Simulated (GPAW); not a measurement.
# MnO (Fm-3m) in GPAW: settings compared

One crystal, MnO, is run at these levels: revPBE+D3(BJ), LDA; tasks: equation of state, band structure.

Program: GPAW 26.7.0. These are calculated values, not measurements. Logs are shortened: lines on timing, memory, paths and dates and some standing lists are left out, and cuts for length are marked. The log counts tension as positive stress, the text compression.

**1. Starting point**

Symmetry: Fm-3m, No. 225, cubic system. Conventional cell: a = 4.448 Å, b = 4.448 Å, c = 4.448 Å, α = 90.00°, β = 90.00°, γ = 90.00°. Mn (site symmetry m-3m) has 6 O at 2.22 Å as nearest neighbours. Around O (site symmetry m-3m) lie 6 Mn at 2.22 Å.

The cell is a database's computed one.

**2. Equation of state, revPBE+D3(BJ), collinear spin, ferromagnetic start**

File run.py:

```python
from ase import Atoms
from ase.calculators.mixing import SumCalculator
from ase.eos import EquationOfState
from ase.io import Trajectory
from ase.units import GPa
from dftd3.ase import DFTD3
from gpaw import GPAW, PW

atoms = Atoms(['Mn', 'O'],
              cell=[[0.0, 2.2239077028, 2.2239077028],
                    [2.2239077028, 0.0, 2.2239077028],
                    [2.2239077028, 2.2239077028, 0.0]],
              scaled_positions=[[0.0, 0.0, 0.0],
                                [0.5, 0.5, 0.5]],
              pbc=True)
atoms.set_initial_magnetic_moments([4.0, 0.0])

traj = Trajectory('eos.traj', 'w')
volumes, energies = [], []
for x in [0.94, 0.96, 0.98, 1.0, 1.02, 1.04, 1.06]:
    a = atoms.copy()
    a.set_cell(atoms.cell * x**(1 / 3), scale_atoms=True)
    calc = GPAW(mode=PW(800),
                xc='revPBE',
                kpts={'size': (7, 7, 7), 'gamma': True},
                occupations={'name': 'fermi-dirac', 'width': 0.05},
                nbands=21,
                convergence={'density': 1e-05, 'energy': 1e-05},
                maxiter=150,
                txt=f'eos-{x:.2f}.txt')
    a.calc = SumCalculator([calc, DFTD3(method='revpbe', damping='d3bj')])
    energies.append(a.get_potential_energy())
    volumes.append(a.get_volume())
    p = -a.get_stress()[:3].mean() / GPa
    calc.write(f'eos-{x:.2f}.gpw')
    traj.write(a)
    print(f'{x:.2f} {volumes[-1]:10.4f} A^3 {energies[-1]:14.6f} eV {p:9.3f} GPa', flush=True)

v0, e0, B = EquationOfState(volumes, energies, eos='birchmurnaghan').fit()
print(f'V0 = {v0:.4f} A^3, E0 = {e0:.6f} eV, B0 = {B / GPa:.2f} GPa')
```

Potentials or basis: the program's PAW data sets (release 1.2.1) made for this functional, pw.

Command:

```bash
$ OMP_NUM_THREADS=1 python run.py
```

What it wrote:

```text
__  _  _
 | _ |_)|_||  |
 |__||  | ||/\| - 26.7.0

Input parameters:
  mode=PW(ecut=800.0),
  convergence={'density': 1e-05, 'energy': 1e-05},
  kpts=MonkhorstPack(size=(7, 7, 7), gamma=True),
  maxiter=150,
  nbands=21,
  occupations=Occupations(name='fermi-dirac', width=0.05),
  xc=XC(name='revPBE')

Diagonalizing LCAO Hamiltonian
Converting LCAO to pw mode

              O

       Mn

Atoms  # Å, Bohr magnetons
|   | symbol |        x |        y |        z |    initial magnetic moments |
|---|--------|----------|----------|----------|-----------------------------|
| 0 |     Mn | 0.000000 | 0.000000 | 0.000000 | ( 0.0000,  0.0000,  4.0000) |
| 1 |      O | 2.178509 | 2.178509 | 2.178509 | ( 0.0000,  0.0000,  0.0000) |

Unit cell  # Å
| periodic |        x |        y |        z |  lengths |    angles |
|----------|----------|----------|----------|----------|-----------|
|      yes | 0.000000 | 2.178509 | 2.178509 | 3.080877 | 60.000000 |
|      yes | 2.178509 | 0.000000 | 2.178509 | 3.080877 | 60.000000 |
|      yes | 2.178509 | 2.178509 | 0.000000 | 3.080877 | 60.000000 |

Number of symmetries: 48
Symmetry operations  # r_c * U_cc + t_c -> r_c
|    | kind |            matrix            |
|----|------|------------------------------|
|  0 |  σ   |  1, 0, 0,  1, 0,-1,  1,-1, 0 |
|  1 |  C2  |  1, 0, 0,  1,-1, 0,  1, 0,-1 |
|  2 |  E   |  1, 0, 0,  0, 1, 0,  0, 0, 1 |
|  3 |  σ   |  1, 0, 0,  0, 0, 1,  0, 1, 0 |
|  4 |  C4  |  1, 0,-1,  1, 0, 0,  1,-1, 0 |
|  5 |  S6  |  1, 0,-1,  1,-1, 0,  1, 0, 0 |
|  6 |  σ   |  1, 0,-1,  0, 1,-1,  0, 0,-1 |
|  7 |  C3  |  1, 0,-1,  0, 0,-1,  0, 1,-1 |
|  8 |  S6  |  1,-1, 0,  1, 0, 0,  1, 0,-1 |
|  9 |  C4  |  1,-1, 0,  1, 0,-1,  1, 0, 0 |
| 10 |  C3  |  1,-1, 0,  0,-1, 1,  0,-1, 0 |
| 11 |  σ   |  1,-1, 0,  0,-1, 0,  0,-1, 1 |
| 12 |  σ   |  0, 1, 0,  1, 0, 0,  0, 0, 1 |
| 13 |  C4  |  0, 1, 0,  0, 1,-1, -1, 1, 0 |
| 14 |  C3  |  0, 1, 0,  0, 0, 1,  1, 0, 0 |
| 15 |  S6  |  0, 1, 0, -1, 1, 0,  0, 1,-1 |
| 16 |  C2  |  0, 1,-1,  1, 0,-1,  0, 0,-1 |
| 17 |  σ   |  0, 1,-1,  0, 1, 0, -1, 1, 0 |
| 18 |  S4  |  0, 1,-1,  0, 0,-1,  1, 0,-1 |
| 19 |  C4  |  0, 1,-1, -1, 1, 0,  0, 1, 0 |
| 20 |  C3  |  0, 0, 1,  1, 0, 0,  0, 1, 0 |
| 21 |  σ   |  0, 0, 1,  0, 1, 0,  1, 0, 0 |
| 22 |  S6  |  0, 0, 1,  0,-1, 1, -1, 0, 1 |
| 23 |  C4  |  0, 0, 1, -1, 0, 1,  0,-1, 1 |
| 24 |  S4  |  0, 0,-1,  1, 0,-1,  0, 1,-1 |
| 25 |  C3  |  0, 0,-1,  0, 1,-1,  1, 0,-1 |
| 26 |  C2  |  0, 0,-1,  0,-1, 0, -1, 0, 0 |
| 27 |  S6  |  0, 0,-1, -1, 0, 0,  0,-1, 0 |
| 28 |  S4  |  0,-1, 1,  1,-1, 0,  0,-1, 0 |
| 29 |  C4  |  0,-1, 1,  0, 0, 1, -1, 0, 1 |
| 30 |  C2  |  0,-1, 1,  0,-1, 0,  1,-1, 0 |
| 31 |  σ   |  0,-1, 1, -1, 0, 1,  0, 0, 1 |
| 32 |  C3  |  0,-1, 0,  1,-1, 0,  0,-1, 1 |
| 33 |  S6  |  0,-1, 0,  0, 0,-1, -1, 0, 0 |
| 34 |  S4  |  0,-1, 0,  0,-1, 1,  1,-1, 0 |
| 35 |  C2  |  0,-1, 0, -1, 0, 0,  0, 0,-1 |
| 36 |  C2  | -1, 1, 0,  0, 1, 0,  0, 1,-1 |
| 37 |  S6  | -1, 1, 0,  0, 1,-1,  0, 1, 0 |
| 38 |  S4  | -1, 1, 0, -1, 0, 1, -1, 0, 0 |
| 39 |  C3  | -1, 1, 0, -1, 0, 0, -1, 0, 1 |
| 40 |  S6  | -1, 0, 1,  0, 0, 1,  0,-1, 1 |
| 41 |  C2  | -1, 0, 1,  0,-1, 1,  0, 0, 1 |
| 42 |  C3  | -1, 0, 1, -1, 1, 0, -1, 0, 0 |
| 43 |  S4  | -1, 0, 1, -1, 0, 0, -1, 1, 0 |
| 44 |  C2  | -1, 0, 0,  0, 0,-1,  0,-1, 0 |
| 45 |  i   | -1, 0, 0,  0,-1, 0,  0, 0,-1 |
| 46 |  σ   | -1, 0, 0, -1, 1, 0, -1, 0, 1 |
| 47 |  C2  | -1, 0, 0, -1, 0, 1, -1, 1, 0 |

BZ-sampling:
  Number of BZ points: 343
  Number of IBZ points: 20

  Monkhorst-Pack size: [7, 7, 7]
  Monkhorst-Pack shift: [0, 0, 0]

K-points  # in reciprocal-cell coordinates
|     |                                coordinates |     weight |
|-----|--------------------------------------------|------------|
|   0 | (  0.00000000,   0.00000000,   0.00000000) | 0.00291545 |
|   1 | (  0.14285714,   0.14285714,   0.00000000) | 0.01749271 |
|   2 | (  0.14285714,   0.14285714,   0.14285714) | 0.02332362 |
|   3 | (  0.28571429,   0.14285714,   0.14285714) | 0.03498542 |
|   4 | (  0.28571429,   0.28571429,   0.00000000) | 0.01749271 |
|   5 | (  0.28571429,   0.28571429,   0.14285714) | 0.06997085 |
|   6 | (  0.28571429,   0.28571429,   0.28571429) | 0.02332362 |
|   7 | (  0.42857143,  -0.28571429,  -0.28571429) | 0.03498542 |
|   8 | (  0.42857143,   0.28571429,  -0.42857143) | 0.13994169 |
|   9 | (  0.42857143,   0.28571429,  -0.28571429) | 0.06997085 |
| ... |                                            |            |
|  19 | (  0.42857143,   0.42857143,   0.42857143) | 0.02332362 |

Plane wave coefficients: 1073
Cutoff: 800.0 eV

Spin-components: 2 (collinear spins)
Bands:           21
Projectors:      11
Spin-degeneracy: 1
Datatype:        complex128

Parallelization:
  kpt:    1
  domain: 1
  band:   1

Density:
  Valence electrons: 21.0
  Components: 2
  Grid points: [21 21 21]
  Charge: 0.0  # |e|

Potential:
  Grid points: [21 21 21]

species:
  Mn:
    name:    Manganese
    Z:       25.0
    valence: 15
    core:    10
    charge:  0.0  # [|e|]
    compensation charges:
      type: gauss
      rc: 0.38  # [Å]
      lmax: 2
    cutoffs:
      filter: 2.14  # [Å]
      core: 0.86  # [Å]
    projectors
    | kind |    occ | energy [eV] | rcut [Å] |
    |------|--------|-------------|----------|
    |   3s |  2.000 |     -85.913 |    1.275 |
    |   4s |  2.000 |      -5.050 |    1.275 |
    |   3p |  6.000 |     -54.598 |    1.281 |
    |   4p |  0.000 |      -1.347 |    1.281 |
    |   3d |  5.000 |      -6.716 |    1.138 |
    |    d |        |      20.495 |    1.138 |

    Using partial waves for Mn as LCAO basis

  O:
    name:    Oxygen
    Z:       8.0
    valence: 6
    core:    2
    charge:  0.0  # [|e|]
    compensation charges:
      type: gauss
      rc: 0.21  # [Å]
      lmax: 2
    cutoffs:
      filter: 1.17  # [Å]
      core: 0.83  # [Å]
    projectors
    | kind |    occ | energy [eV] | rcut [Å] |
    |------|--------|-------------|----------|
    |   2s |  2.000 |     -23.998 |    0.688 |
    |   2p |  4.000 |      -8.969 |    0.598 |
    |    s |        |       3.214 |    0.688 |
    |    p |        |      18.243 |    0.598 |
    |    d |        |       0.000 |    0.619 |

    Using partial waves for O as LCAO basis

Reference energy: -33560.249285  # eV

eigensolver:
  PPCG
  Converge bands: occupied
  niter=2

density mixing:
  MSR1-Mixer
  Pratt-step length: 0.05
  Maximum mixing coefficient: 0.75
  Old densities: 10
  SVD Regularization: 0.005
  Good broyden scale: 1.0
  Trust region scale: 1.0
  Backstep threshold: 4.0
  History deletion threshold: 6.0
  Fourier metric: weight=20.0, sigma=0.015

occupation numbers:
  Fermi-Dirac:
    width: 0.0500  # eV

poisson solver:
  ecut: 6400.0  # eV

xc functional:
  name: revPBE with 2 nearest neighbor stencil

convergence criteria:
- Maximum integral of absolute [dens]ity change: 1e-05 electrons / valence electron
- Maximum [total energy] change in last 3 cyles: 1e-05 eV / valence electron
- Maximum integral of absolute [eigenst]ate change: 4e-08 eV^2 / valence electron
maximum number of iterations: 150

SCF iterations
|iter     | |      energy | eigst |  dens |  magmom |
|---------|-|-------------|-------|-------|---------|
|iter:   1| |  -17.144340 | +0.18 |       |  +4.0035|
|iter:   2| |  -16.924893 | -2.06 | -0.96 |  +4.0337|
|iter:   3| |  -16.457191 | -2.06 | -1.00 |  +4.3040|
|iter:   4| |  -16.486557 | -3.37 | -1.51 |  +4.4403|
|iter:   5| |  -16.496354 | -3.24 | -1.85 |  +4.5479|
|iter:   6| |  -16.496504 | -4.80 | -2.42 |  +4.5709|
|iter:   7| |  -16.496552c| -4.76 | -2.94 |  +4.5790|
|iter:   8| |  -16.496547c| -5.64 | -3.44 |  +4.5817|
|iter:   9| |  -16.496548c| -7.37 | -3.98 |  +4.5814|
|iter:  10| |  -16.496548c| -8.16c| -4.75 |  +4.5813|
|iter:  11| |  -16.496548c| -8.27c| -5.14c|  +4.5813|

Converged in 11 steps
Energy contributions relative to reference atoms: (reference = -33560.249285)

Energy contributions:
  Kinetic:          27.148043
  Coulomb:         -23.320862
  Zero:              0.328463
  External:          0.000000
  Xc:              -20.650239
  Entropy:          -0.003908
  Spinorbit:         0.000000
  ----------------------------
  Free energy:     -16.498503
  Extrapolated:    -16.496548

dipole moment: (-9.517677, -9.517677, -9.517677)  # |e|*Ang

Total magnetic moment: (0.000000, 0.000000, 4.581280)

Local magnetic moments
|        x |        y |        z |
|----------|----------|----------|
| 0.000000 | 0.000000 | 4.112815 |  # Mn   0
| 0.000000 | 0.000000 | 0.152323 |  # O    1

Fermi level: 9.253
Eigenvalues  # (at kpt = [0.000, 0.000, 0.000])
| band index |      eig [eV] | occ [0-1] |      eig [eV] | occ [0-1] |
|------------|---------------|-----------|---------------|-----------|
|          0 |       -72.476 |     1.000 |       -67.842 |     1.000 |
|        ... |               |           |               |           |
|          3 |       -41.217 |     1.000 |       -36.657 |     1.000 |
|          4 |       -11.786 |     1.000 |       -11.370 |     1.000 |
|          5 |         5.000 |     1.000 |         5.345 |     1.000 |
|          6 |         5.000 |     1.000 |         5.345 |     1.000 |
|          7 |         5.000 |     1.000 |         5.345 |     1.000 |
|          8 |         5.837 |     1.000 |         9.757 |     0.000 |
[... 8 lines left out ...]
|         17 |        25.861 |     0.000 |        27.408 |     0.000 |
|         18 |        29.833 |     0.000 |        32.387 |     0.000 |
|        ... |               |           |               |           |
|         20 |        29.833 |     0.000 |        32.387 |     0.000 |

No gap
No difference between direct/indirect transitions

Stress tensor  # eV/Ang^3
|         x |         y |         z |
|-----------|-----------|-----------|
| -0.083045 | -0.000000 | -0.000000 |
| -0.000000 | -0.083045 |  0.000000 |
| -0.000000 |  0.000000 | -0.083045 |

# Writing to eos-0.94.gpw (mode='')
```

It took 96 s on 1 thread of Intel Xeon 6975P-C (Granite Rapids), shared host; peak memory 0.27 GiB.

Results:

```yaml
Equilibrium_volume: "11.41 Å³/atom (rough: see the caveat)"
Bulk_modulus: 3042 GPa (rough)
```

Energy against volume, from the lowest point:
```csv
volume (Å³/atom),energy (meV/atom)
10.339,247.56
10.559,239.91
10.779,235.97
10.999,31.46
11.219,0.00
11.439,8.84
11.659,19.61
```

Caveat: the energies scatter about the fit; the fit is doubtful: noisy points or a state that changes with volume.

(Continued in part 2 of 2.)
